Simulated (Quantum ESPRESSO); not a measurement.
# AlN (F-43m) in Quantum ESPRESSO: convergence with k mesh

Aim: find how far k mesh must go before the results for AlN settle, at PBEsol. This setting moves, with any that are tied to it; all else stays.

Everything below comes from runs of Quantum ESPRESSO 7.5. Logs are shortened: lines on timing, memory, paths and dates and some standing lists are left out, and cuts for length are marked.

### 1 Starting point

It takes space group F-43m (No. 216, cubic). The conventional cell has a = 4.368 Å, b = 4.368 Å, c = 4.368 Å, α = 90.00°, β = 90.00°, γ = 90.00°. Al (site symmetry -43m) is surrounded by 4 N at 1.89 Å. N (site symmetry -43m) is surrounded by 4 Al at 1.89 Å.

Measurements of this composition are mostly on another form, of space group No. 186.

### 2 With k mesh 2 × 2 × 2

File pw.in:

```
&CONTROL
  calculation = 'scf'
  prefix = 'pwscf'
  outdir = './tmp'
  pseudo_dir = './pseudo'
  tprnfor = .true.
  tstress = .true.
  disk_io = 'nowf'
/
&SYSTEM
  ibrav = 0
  nat = 2
  ntyp = 2
  ecutwfc = 84
  nbnd = 9
  occupations = 'smearing'
  smearing = 'fd'
  degauss = 0.00734986
/
&ELECTRONS
  conv_thr = 4d-10
  electron_maxstep = 120
  mixing_beta = 0.5
/
ATOMIC_SPECIES
Al    26.9815 Al.upf
N     14.0070 N.upf
CELL_PARAMETERS angstrom
   0.0000000000    2.1839935596    2.1839935596
   2.1839935596    0.0000000000    2.1839935596
   2.1839935596    2.1839935596    0.0000000000
ATOMIC_POSITIONS crystal
Al     0.0000000000    0.0000000000    0.0000000000
N      0.2500000000    0.2500000000    0.2500000000
K_POINTS automatic
2 2 2 0 0 0
```

Potentials or basis: PseudoDojo 0.4.1 SR PBEsol standard.

Launch:

```bash
$ OMP_NUM_THREADS=1 pw.x -in pw.in > pw.out
```

pw.out:

```text
This program is part of the open-source Quantum ESPRESSO suite
     for quantum simulation of materials; please cite
         "P. Giannozzi et al., J. Phys.:Condens. Matter 21 395502 (2009);
         "P. Giannozzi et al., J. Phys.:Condens. Matter 29 465901 (2017);
         "P. Giannozzi et al., J. Chem. Phys. 152 154105 (2020);
     in publications or presentations arising from this work. More details at

     Message from routine setup:
     using ibrav=0 with symmetry is DISCOURAGED, use correct ibrav instead

     G-vector sticks info
     --------------------
     sticks:   dense  smooth     PW     G-vecs:    dense   smooth      PW
     Sum         793     793    235                14553    14553    2277

     Using Slab Decomposition

     bravais-lattice index     =            0
     lattice parameter (alat)  =       5.8367  a.u.
     unit-cell volume          =     140.5985 (a.u.)^3
     number of atoms/cell      =            2
     number of atomic types    =            2
     number of electrons       =         8.00
     number of Kohn-Sham states=            9
     kinetic-energy cutoff     =      84.0000  Ry
     charge density cutoff     =     336.0000  Ry
     scf convergence threshold =      4.0E-10
     mixing beta               =       0.5000
     number of iterations used =            8  plain     mixing
     Exchange-correlation= PBESOL
                           (   1   4  10   8   0   0   0)

     celldm(1)=   5.836671  celldm(2)=   0.000000  celldm(3)=   0.000000
     celldm(4)=   0.000000  celldm(5)=   0.000000  celldm(6)=   0.000000

     crystal axes: (cart. coord. in units of alat)
               a(1) = (   0.000000   0.707107   0.707107 )
               a(2) = (   0.707107   0.000000   0.707107 )
               a(3) = (   0.707107   0.707107   0.000000 )

     reciprocal axes: (cart. coord. in units 2 pi/alat)
               b(1) = ( -0.707107  0.707107  0.707107 )
               b(2) = (  0.707107 -0.707107  0.707107 )
               b(3) = (  0.707107  0.707107 -0.707107 )

     PseudoPot. # 1 for Al read from file:
     Al.upf
     Pseudo is Norm-conserving + core correction, Zval =  3.0
     Generated using ONCVPSP code by D. R. Hamann
     Using radial grid of 1876 points,  6 beta functions with:
                l(1) =   0
                l(2) =   0
                l(3) =   1
                l(4) =   1
                l(5) =   2
                l(6) =   2

     PseudoPot. # 2 for N  read from file:
     N.upf
     Pseudo is Norm-conserving + core correction, Zval =  5.0
     Generated using ONCVPSP code by D. R. Hamann
     Using radial grid of 1058 points,  4 beta functions with:
                l(1) =   0
                l(2) =   0
                l(3) =   1
                l(4) =   1

     atomic species   valence    mass     pseudopotential
     Al                3.00    26.98150     Al( 1.00)
     N                 5.00    14.00700     N ( 1.00)

     24 Sym. Ops. (no inversion) found

   Cartesian axes

     site n.     atom                  positions (alat units)
         1        Al     tau(   1) = (   0.0000000   0.0000000   0.0000000  )
         2        N      tau(   2) = (   0.3535534   0.3535534   0.3535534  )

     number of k points=     3  Fermi-Dirac smearing, width (Ry)=  0.0073
                       cart. coord. in units 2pi/alat
        k(    1) = (   0.0000000   0.0000000   0.0000000), wk =   0.2500000
        k(    2) = (  -0.3535534  -0.3535534   0.3535534), wk =   1.0000000
        k(    3) = (  -0.7071068   0.0000000   0.0000000), wk =   0.7500000

     Dense  grid:    14553 G-vectors     FFT dimensions: (  36,  36,  36)

     Initial potential from superposition of free atoms

     starting charge       7.9977, renormalised to       8.0000
     Starting wfcs are    8 randomized atomic wfcs +    1 random wfcs

     Self-consistent Calculation

     iteration #  1     ecut=    84.00 Ry     beta= 0.50
     Davidson diagonalization with overlap
     ethr =  1.00E-02,  avg # of iterations =  4.7

     total energy              =     -25.22516411 Ry
     estimated scf accuracy    <       0.70174012 Ry
[... 71 lines left out ...]
     iteration # 12     ecut=    84.00 Ry     beta= 0.50
     Davidson diagonalization with overlap
     ethr =  5.46E-12,  avg # of iterations =  1.0

     End of self-consistent calculation

          k = 0.0000 0.0000 0.0000 (  1837 PWs)   bands (ev):

    -7.6711   7.4259   7.4259   7.4259  11.3068  19.4037  19.4037  19.4037
    24.5910

          k =-0.3536-0.3536 0.3536 (  1850 PWs)   bands (ev):

    -5.4734   1.2018   6.9143   6.9143  14.3446  16.9718  17.9599  17.9599
    24.8515

          k =-0.7071 0.0000 0.0000 (  1772 PWs)   bands (ev):

    -4.7907   2.2308   5.5161   5.5161  10.1134  15.4510  21.1816  22.7036
    22.7036

     the Fermi energy is     8.7704 ev

!    total energy              =     -25.41755169 Ry
     estimated scf accuracy    <          9.1E-11 Ry
     smearing contrib. (-TS)   =      -0.00000023 Ry
     internal energy E=F+TS    =     -25.41755145 Ry

     The total energy is F=E-TS. E is the sum of the following terms:
     one-electron contribution =      -0.98847511 Ry
     hartree contribution      =       5.85648547 Ry
     xc contribution           =      -8.48560260 Ry
     ewald contribution        =     -21.79995921 Ry

     convergence has been achieved in  12 iterations

     Forces acting on atoms (cartesian axes, Ry/au):

     atom    1 type  1   force =    -0.00000000    0.00000000   -0.00000000
     atom    2 type  2   force =     0.00000000   -0.00000000    0.00000000

     Total force =     0.000000     Total SCF correction =     0.000000

     Computing stress (Cartesian axis) and pressure

          total   stress  (Ry/bohr**3)                   (kbar)     P=       58.19
   0.00039557   0.00000000   0.00000000           58.19        0.00        0.00
   0.00000000   0.00039557   0.00000000            0.00       58.19        0.00
   0.00000000   0.00000000   0.00039557            0.00        0.00       58.19

=------------------------------------------------------------------------------=
   JOB DONE.
=------------------------------------------------------------------------------=
```

Run time: 1.3 s. Hardware: 1 thread of Arm Neoverse V2, shared host; peak memory 0.05 GiB.

What came out:

```yaml
Free_energy: -345.8234 eV
Pressure: 5.8 GPa
Band_gap_on_the_k_mesh: 2.69 eV, indirect (least direct gap 3.88 eV)
```

### 3 With k mesh 3 × 3 × 3

Edit pw.in of step 2 so:

```diff
@@ -35,2 +35,2 @@
 K_POINTS automatic
-2 2 2 0 0 0
+3 3 3 0 0 0
```

Potentials or basis: PseudoDojo 0.4.1 SR PBEsol standard.

Launch:

```bash
$ OMP_NUM_THREADS=1 pw.x -in pw.in > pw.out
```

Wall time 1.6 s (1 thread of Arm Neoverse V2, shared host); peak memory 0.05 GiB.

What came out:

```yaml
Free_energy: -347.1016 eV
Pressure: 1.6 GPa
Band_gap_on_the_k_mesh: 4.06 eV, direct
```

### 4 With k mesh 4 × 4 × 4

Edit pw.in of step 3 so:

```diff
@@ -35,2 +35,2 @@
 K_POINTS automatic
-3 3 3 0 0 0
+4 4 4 0 0 0
```

Launch:

```bash
$ OMP_NUM_THREADS=1 pw.x -in pw.in > pw.out
```

Run time: 2.4 s. Hardware: 1 thread of Arm Neoverse V2, shared host; peak memory 0.05 GiB.

Results:

* Free energy: -347.2700 eV
* Pressure: 1.3 GPa
* Band gap on the k mesh: 3.16 eV, indirect (least direct gap 4.10 eV)

### 5 With k mesh 6 × 6 × 6

Edit pw.in of step 4 so:

```diff
@@ -35,2 +35,2 @@
 K_POINTS automatic
-4 4 4 0 0 0
+6 6 6 0 0 0
```

Launch:

```bash
$ OMP_NUM_THREADS=1 pw.x -in pw.in > pw.out
```

It took 4 s on 1 thread of Arm Neoverse V2, shared host; peak memory 0.05 GiB.

What came out:

```
Free energy            : -347.3069 eV
Pressure               : 1.2 GPa
Band gap on the k mesh : 3.19 eV, indirect (least direct gap 4.12 eV)
```

### 6 With k mesh 8 × 8 × 8

Edit pw.in of step 5 so:

```diff
@@ -35,2 +35,2 @@
 K_POINTS automatic
-6 6 6 0 0 0
+8 8 8 0 0 0
```

Potentials or basis: PseudoDojo 0.4.1 SR PBEsol standard.

Launch:

```bash
$ OMP_NUM_THREADS=1 pw.x -in pw.in > pw.out
```

Run time: 6.7 s. Hardware: 1 thread of Arm Neoverse V2, shared host; peak memory 0.05 GiB.

The run converged. Its results:

```
Free energy            : -347.3087 eV
Pressure               : 1.2 GPa
Band gap on the k mesh : 3.19 eV, indirect (least direct gap 4.12 eV)
```

### 7 With k mesh 9 × 9 × 9

Edit pw.in of step 6 so:

```diff
@@ -35,2 +35,2 @@
 K_POINTS automatic
-8 8 8 0 0 0
+9 9 9 0 0 0
```

Launch:

```bash
$ OMP_NUM_THREADS=1 pw.x -in pw.in > pw.out
```

It took 10 s on 1 thread of Arm Neoverse V2, shared host; peak memory 0.05 GiB.

The run converged. Its results:

* Free energy: -347.3088 eV
* Pressure: 1.2 GPa
* Band gap on the k mesh: 3.37 eV, indirect (least direct gap 4.12 eV)

### 8 With k mesh 10 × 10 × 10

Edit pw.in of step 7 so:

```diff
@@ -35,2 +35,2 @@
 K_POINTS automatic
-9 9 9 0 0 0
+10 10 10 0 0 0
```

Launch:

```bash
$ OMP_NUM_THREADS=1 pw.x -in pw.in > pw.out
```

Wall time 13 s (1 thread of Arm Neoverse V2, shared host); peak memory 0.05 GiB.

The run converged. Its results:

```yaml
Free_energy: -347.3089 eV
Pressure: 1.2 GPa
Band_gap_on_the_k_mesh: 3.19 eV, indirect (least direct gap 4.12 eV)
```

### 9 With k mesh 12 × 12 × 12

Edit pw.in of step 8 so:

```diff
@@ -35,2 +35,2 @@
 K_POINTS automatic
-10 10 10 0 0 0
+12 12 12 0 0 0
```

Potentials or basis: PseudoDojo 0.4.1 SR PBEsol standard.

Launch:

```bash
$ OMP_NUM_THREADS=1 pw.x -in pw.in > pw.out
```

Run time: 20 s. Hardware: 1 thread of Arm Neoverse V2, shared host; peak memory 0.05 GiB.

It converged, with:

```yaml
Free_energy: -347.3089 eV
Pressure: 1.2 GPa
Band_gap_on_the_k_mesh: 3.19 eV, indirect (least direct gap 4.12 eV)
```

### 10 With k mesh 14 × 14 × 14

Edit pw.in of step 9 so:

```diff
@@ -35,2 +35,2 @@
 K_POINTS automatic
-12 12 12 0 0 0
+14 14 14 0 0 0
```

Launch:

```bash
$ OMP_NUM_THREADS=1 pw.x -in pw.in > pw.out
```

It took 29 s on 1 thread of Arm Neoverse V2, shared host; peak memory 0.06 GiB.

The run converged. Its results:

| Property | Result |
| --- | --- |
| Free energy | -347.3089 eV |
| Pressure | 1.2 GPa |
| Band gap on the k mesh | 3.19 eV, indirect (least direct gap 4.12 eV) |

### 11 Result

```tsv
k mesh	energy less the tightest run, at zero smearing (meV/atom)	pressure (GPa)	gap on the mesh (eV)	SCF cycles	CPU time (s)	peak memory (GiB)
2 × 2 × 2	742.73	5.82	2.687	12	1.3	0.05
3 × 3 × 3	103.64	1.62	4.061	12	1.6	0.05
4 × 4 × 4	19.43	1.25	3.158	11	2.4	0.05
6 × 6 × 6	0.99	1.21	3.186	10	4	0.05
8 × 8 × 8	0.07	1.21	3.188	10	6.7	0.05
9 × 9 × 9	0.02	1.21	3.373	13	10	0.05
10 × 10 × 10	0.01	1.21	3.188	13	13	0.05
12 × 12 × 12	0.00	1.21	3.188	13	20	0.05
14 × 14 × 14	0.00	1.21	3.188	13	29	0.06
```

Against the tightest run, the energy stays within 1 meV/atom from 6 × 6 × 6 on; the pressure stays within 0.1 GPa from 4 × 4 × 4 on; the gap on the mesh stays within 0.01 eV from 10 × 10 × 10 on. Meshes of other sizes hit other points, so gaps and Fermi surfaces needn't settle smoothly. The tightest run that finished is the yardstick and may itself not be fully converged.
